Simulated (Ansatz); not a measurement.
What hybrid functionals make of GaP

```cif
data_structure
_symmetry_space_group_name_H-M 'P 1'
_symmetry_Int_Tables_number 1
_cell_length_a 3.8541
_cell_length_b 3.8541
_cell_length_c 3.8541
_cell_angle_alpha 60.000
_cell_angle_beta 60.000
_cell_angle_gamma 60.000
_cell_volume 40.48
loop_
_atom_site_label
_atom_site_type_symbol
_atom_site_fract_x
_atom_site_fract_y
_atom_site_fract_z
_atom_site_occupancy
Ga1 Ga 0.00000 0.00000 0.00000 1
P1 P 0.75000 0.75000 0.75000 1
```

All runs: Ansatz, plane waves and PAW, scalar-relativistic (no spin–orbit coupling), 4×4×4 k-mesh, Gaussian smearing of 0.05 eV, no spin polarisation. Semilocal reference PBE: gap 1.63 eV, pressure 2.9 GPa. The hybrids carry no U.

Task: What gap and pressure does PBE0-type hybrid with an exact-exchange fraction of 0.5 give at this geometry?

Result: Gap 4.42 eV, pressure -0.9 GPa.

Task: And the other functionals?

Result: 
```csv
functional,gap,pressure (GPa),cutoff (eV),core-seconds
HSE06-type hybrid with a screening parameter of 0.4 Å⁻¹,2.00 eV,1.7,420,16
PBE0-type hybrid with an exact-exchange fraction taken as 1/ε∞,2.15 eV,2.1,420,29
PBE0-type hybrid with an exact-exchange fraction of 0.15,2.44 eV,1.7,420,12
B3LYP,2.90 eV,4.2,420,15
PBE0,2.99 eV,0.9,420,12
HSE06-type hybrid with an exact-exchange fraction of 0.35 and a screening parameter of 0.1 Å⁻¹,3.02 eV,0.2,420,14
PBE0-type hybrid with an exact-exchange fraction of 0.5,4.42 eV,-0.9,420,15
```

In the PBE0 form the gap grows almost linearly with the exact-exchange fraction, by 0.56 eV for each tenth. The dielectric-dependent PBE0 form takes the fraction 0.096 = 1/ε∞, that is ε∞ = 10.4. On shared hosts the hybrid runs at the reference's cutoff took roughly 8 to 20 times the core time of the semilocal one on the same mesh, with some more bands. Measured gap: 2.35 eV (indirect; 0 K; a printed reference work (textbook)); 2.27 eV (indirect; 300 K; a printed reference work (textbook)).

Caveats: core times come from shared hosts and scatter; gaps are read on a coarse mesh; stress loosely converged.

Exact exchange opens the GaP gap by lowering the P 3p-like valence states relative to the conduction states, but its long-range part should be weakened by dielectric screening. PBE0 leaves that part too strong for so polarisable a crystal and overshoots the measured gap. The dielectric-dependent form corrects this but ends somewhat low, probably because one global fraction fitted to the long-range limit gives too little exchange at short range.

Within the PBE0 family, more exchange also lowers the pressure, which implies a smaller equilibrium volume. B3LYP breaks any general link between gap and pressure: its gap is close to that of PBE0, yet its pressure of 4.2 GPa exceeds even the PBE value, in line with the known tendency of its semilocal part to underbind solids. Conversely, the hybrid with a fraction of 0.35 nearly matches the PBE0 gap because screening offsets the added exchange. The near agreement at a fraction of 0.15 doesn't establish that value as optimal, since zero-point lattice motion lowers the measured gap but is absent from a static calculation.
